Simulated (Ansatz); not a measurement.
Crystal: Fe.

```
Fe
1.0
    -1.44300    1.44300    1.44300
     1.44300   -1.44300    1.44300
     1.44300    1.44300   -1.44300
Fe
1
Direct
  0.00000 0.00000 0.00000
```

Base run:

| Quantity | Value |
| --- | --- |
| Program | Ansatz 0.2.0 |
| Functional | PBE |
| Potentials or basis | PseudoDojo stringent (PBE files) |
| Cutoff | 1605 eV |
| Density cutoff | 6422 eV |
| k mesh | 13 × 13 × 13 |
| Occupations | fermi-dirac, width 0.05 eV |
| Spin | collinear spin, ferromagnetic start |
| Starting moments | [3.0] μB |

Its results: band gap on the k mesh none (metal or under the smearing width); pressure -7.8 GPa; net moment 2.35 μB per cell; site moments Fe +2.42 μB.

Problem. The run is repeated on the same cell with these changes: potentials or basis from PseudoDojo stringent (PBE files) to Ansatz NC; cutoff from 1605 eV to 1225 eV (not typed: the program's choice for these potentials). What comes out?

Solution. Band gap on the k mesh none (metal or under the smearing width); pressure -9.5 GPa; net moment 2.26 μB per cell; site moments Fe +2.33 μB.
